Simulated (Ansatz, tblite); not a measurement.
## A script for MgI2 (GFN2-xTB)

These are simulated results from tblite 0.8.0, not measurements. The cell was built from a prototype and was relaxed with r2SCAN+rVV10 in plane waves (Ansatz 0.2.0). Not every such cell is a known phase. All runs are without spin polarisation.

Space group R3m (No. 160), trigonal; a = 4.055 Å, c = 21.766 Å in the conventional setting, 34.44 Å³ an atom. Mg is surrounded by 6 I at 2.98 Å; I is surrounded by 3 Mg at 2.98 Å.

tblite solves periodic systems at the zone centre alone, so the script builds a cluster of 3×3×1 conventional cells (81 atoms), which folds in a coarse mesh of k points.

Input script:

```python
import json
from ase import Atoms
from ase.build import make_supercell
from ase.units import Bohr, GPa, Hartree
from tblite.interface import Calculator

atoms = Atoms(['Mg', 'I', 'I'],
              cell=[[2.02747739, 1.17056462, 7.25542341], [-2.02747739, 1.17056462, 7.25542341], [0.0, -2.34112924, 7.25542341]],
              scaled_positions=[[-1.0038e-05, -1.0038e-05, -1.0038e-05], [0.417919485, 0.417919485, 0.417919485], [0.24875722, 0.24875722, 0.24875722]],
              pbc=True)
cluster = make_supercell(atoms, [[0, 3, -3], [3, -3, 0], [-1, -1, -1]])
calc = Calculator('GFN2-xTB', cluster.numbers, cluster.positions / Bohr, lattice=cluster.cell[:] / Bohr, periodic=cluster.pbc)
calc.set('temperature', 0.02 / Hartree)
calc.set('max-iter', 150)
res = calc.singlepoint()
levels = res.get('orbital-energies') * Hartree
nv = round(res.get('orbital-occupations').sum() / 2)
cells = len(cluster) // len(atoms)
out = {'energy_per_cell': res.get('energy') * Hartree / cells, 'homo': levels[nv - 1], 'lumo': levels[nv],
       'stress': (-res.get('virial') * Hartree / cluster.get_volume() / GPa).tolist(), 'charges': res.get('charges')[:len(atoms)].tolist(), 'electrons': 2 * nv / cells}
json.dump(out, open('results.json', 'w'))
for key, value in out.items():
    print(key, value)
```

Command: `python run.py`. It took 9.9 s on 1 thread of Arm Neoverse V1, on a shared host, peak memory 0.16 GiB.

The log:

```
------------------------------------------------------------
  cycle        total energy    energy error   density error
------------------------------------------------------------
      1     -210.6123935787  -2.1081935E+02   7.3862131E-01
      2     -221.8127632402  -1.1200370E+01   1.2685718E+00
      3     -209.9800395128   1.1832724E+01   1.8697724E+00
      4     -208.3848381394   1.5952014E+00   1.0820183E+00
      5     -222.6953635537  -1.4310525E+01   1.6040031E-01
      6     -225.1621121445  -2.4667486E+00   5.6842620E-02
      7     -225.2789785106  -1.1686637E-01   2.5992038E-02
      8     -225.2774204931   1.5580175E-03   3.3109354E-02
      9     -225.3055126283  -2.8092135E-02   1.3399305E-02
     10     -225.3104732235  -4.9605951E-03   1.7965772E-03
     11     -225.3105369403  -6.3716857E-05   1.2103385E-03
     12     -225.3105471132  -1.0172875E-05   1.0959504E-03
     13     -225.3105318856   1.5227630E-05   1.2700909E-03
     14     -225.3094919562   1.0399294E-03   6.0291788E-03
     15     -225.3080399514   1.4520048E-03   8.8178422E-03
     16     -225.3086500754  -6.1012402E-04   7.3854818E-03
     17     -225.3101135798  -1.4635044E-03   3.2778369E-03
     18     -225.3104523943  -3.3881445E-04   9.5407756E-04
     19     -225.3104839574  -3.1563099E-05   1.5727901E-04
     20     -225.3104848262  -8.6886655E-07   3.1580228E-05
     21     -225.3104848234   2.7881413E-09   2.7925929E-05
     22     -225.3104848279  -4.4271644E-09   2.4920887E-05
     23     -225.3104848403  -1.2413892E-08   1.6064274E-05
------------------------------------------------------------

 total:                                   9.297 sec
energy_per_cell -227.0744658639274
homo -12.182157227414411
lumo -8.541797175456779
stress [[3.931264411928752, -3.7761533539219e-05, -2.17096009970046e-06], [-3.776153353906514e-05, 3.9312113753644113, -2.1648064384456273e-06], [-2.1709600997096864e-06, -2.164806438435696e-06, 0.3070267555271645]]
charges [0.4248542372890335, -0.21299689790237444, -0.21185620761963528]
electrons 16.0
```

The cycle table is in hartree for the whole cluster, and the lines after it are in eV (the energy for one cell). The printed stress is in GPa and positive in compression, and the pressure is its mean diagonal.

GFN2-xTB gives a gap of 3.64 eV. On the same cell, plane-wave PBE (Ansatz, 8×8×8 k points and the special points) gives a gap of 2.75 eV and r2SCAN a gap of 3.27 eV; on shared hosts these took about 20 and 50 core-seconds on the 3-atom cell, against 9.9 for the script. Spin-orbit coupling, left out in all these runs, can cut or reorder the gap by tenths of an eV, up to about 1 eV with Pb or Bi. xTB was fitted to molecules, so gaps, charges and pressures of solids can be far off, and the gap also depends on the size of the cluster.

The same script was run on cells scaled at fixed shape and fractional coordinates:

| volume (Å³/atom) | energy (meV/atom) | pressure (GPa, positive in compression) | gap (eV) |
| --- | --- | --- | --- |
| 30.31 | 131.6 | 7.96 | 3.76 |
| 32.37 | 48.9 | 4.96 | 3.74 |
| 34.44 | 0.0 | 2.72 | 3.64 |
| 36.50 | -23.9 | 1.05 | 3.48 |
| 38.57 | -29.1 | -0.21 | 3.28 |

A Birch-Murnaghan fit puts the minimum at 38.22 Å³/atom, 11.0 % above the given cell, with a bulk modulus of 21 GPa at fixed shape.

xTB was fitted mostly to molecules, and a small cluster samples few k points, so gaps, pressures and kinks along a curve can be far from a solid's.

Spin-orbit coupling is left out, which matters wherever the heavy atoms make up the band edges.
